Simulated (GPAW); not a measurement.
TiNi in GPAW: convergence with plane-wave cutoff (eV)

Input of the first run (plane-wave cutoff (eV) 200); the others differ in this setting and in those tied to it:

File run.py:

```python
from ase import Atoms
from ase.dft.bandgap import bandgap
from ase.io import write
from ase.units import GPa
from gpaw import GPAW, PW

atoms = Atoms(['Ni', 'Ti'],
              cell=[[2.735803, 0.0, 0.0],
                    [0.0, 2.735803, 0.0],
                    [0.0, 0.0, 3.58141]],
              scaled_positions=[[0.0, 0.0, 0.0],
                                [0.5, 0.5, 0.5]],
              pbc=True)
atoms.set_initial_magnetic_moments([1.0, 1.0])

calc = GPAW(mode=PW(200),
            xc='LDA',
            kpts={'size': (6, 6, 5), 'gamma': True},
            occupations={'name': 'fermi-dirac', 'width': 0.05},
            nbands=27,
            convergence={'density': 1e-05, 'energy': 1e-05},
            maxiter=100,
            txt='gpaw.txt')
atoms.calc = calc
energy = atoms.get_potential_energy()
forces = atoms.get_forces()
stress = atoms.get_stress()
calc.write('gs.gpw')
write('result.traj', atoms)
print(f'Energy: {energy:.6f} eV')
print('Forces (eV/A):')
print(forces.round(4))
print('Stress (GPa):', (stress / GPa).round(3))
print('Moments:', calc.get_magnetic_moments().round(3))
print('Fermi level:', round(calc.get_fermi_level(), 4), 'eV')
print(f'Gap: {bandgap(calc)[0]:.4f} eV, direct: {bandgap(calc, direct=True)[0]:.4f} eV')
```

Potentials or basis: the program's PAW data sets (release 1.2.1) made for this functional, pw.

Launch:

```console
$ OMP_NUM_THREADS=1 python run.py
```

The cell comes from a database or a generator and needn't be the stable form of this composition.

Hardware: 1 thread of Arm Neoverse V1 (shared host).

```
plane-wave cutoff (eV)  energy less the tightest run, at zero smearing (meV/atom)  pressure (GPa)  SCF cycles  CPU time (s)  peak memory (GiB)
                   200                                                     906.36          -58.76          16            15               0.12
                   250                                                     339.87          -15.77          16            17               0.13
                   300                                                     230.73          -16.55          16            20               0.13
                   350                                                     130.90          -15.88          16            21               0.14
                   400                                                      66.86          -13.60          16            29               0.14
                   500                                                      32.39          -11.56          16            32               0.15
                   600                                                      20.26          -11.66          16            40               0.16
                   800                                                       3.20          -11.29          16            64               0.19
                  1000                                                       0.00          -11.08          16            71               0.22
```

Not settled before the last step: the energy (to 1 meV/atom), the pressure (to 0.1 GPa). The tightest run that finished is the yardstick and may itself not be fully converged.

Caveat, for the tightest run too: the k mesh is coarse (spacing up to 0.38 Å⁻¹), so the values aren't converged; the stock nickel data set gives pressures a few GPa off other programs.
